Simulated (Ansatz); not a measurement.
## Two Ansatz runs on GaN

The cell was built from the rocksalt type and relaxed in the same program; it needn't be a known or the stable phase. The listed cell was then made from it by scaling, straining or moving an atom.

First run: DFT, PBE, all-electron PAW with datasets made for the crystal, scalar-relativistic (Ansatz 0.2.0).

Command: `ansatz run input.yaml --threads 1 --pin off --max-ram 2048MiB --backend cpu --events-out ev --progress --plain --runs-dir out` The run took 29 s on 1 thread of Arm Neoverse V1, on a shared host, peak memory 0.8 GiB.

```yaml
crystal:
  lattice:
    - [0.0, 2.1341217709, 2.1341217709]
    - [2.1341217709, 0.0, 2.1341217709]
    - [2.1341217709, 2.1341217709, 0.0]
  atoms:
    - { symbol: Ga, position: [0.0, 0.0, 0.0] }
    - { symbol: "N", position: [0.4718853906, 0.5281146094, 0.5281146094] }
kpoints:
  mp_grid: { grid: [13, 13, 13] }
scf:
  occupations: { method: fermi_dirac, width: 0.05 }
hamiltonian:
  xc: pbe
  pseudopotentials: { kind: all_electron, datasets: crystal }
output:
  forces: true
  stress: true
  eigenvalues: true
  efg: { contact_densities: true }
```

Result: converged; pressure 1.59 GPa; largest force 0.309 eV/Å; gap on the k mesh 0.55 eV (the mesh can miss the band edges); 8 SCF iterations.

The input is then changed:

```diff
@@ -11,4 +11,5 @@
 scf:
   occupations: { method: fermi_dirac, width: 0.05 }
+  algorithm: direct_min
 hamiltonian:
   xc: pbe
@@ -19,3 +20,5 @@
   eigenvalues: true
   efg: { contact_densities: true }
+basis:
+  xc_grid: 1
```

(1) What does the second run give?

## Answers

(1) It was refused before any iteration. The program says:
```
Error: hamiltonian.pseudopotentials.datasets: crystal, beside a feature not held to (scf.algorithm: direct_min / scf.convergence.dm_fallback; scf.algorithm: direct_min) — the datasets of this kind: all_electron run are made for its crystal, and no such run has been held to what stands beside, or a reason given rules it out; change each as told or leave it out, or set another kind (and leave the keys of all_electron out)
```
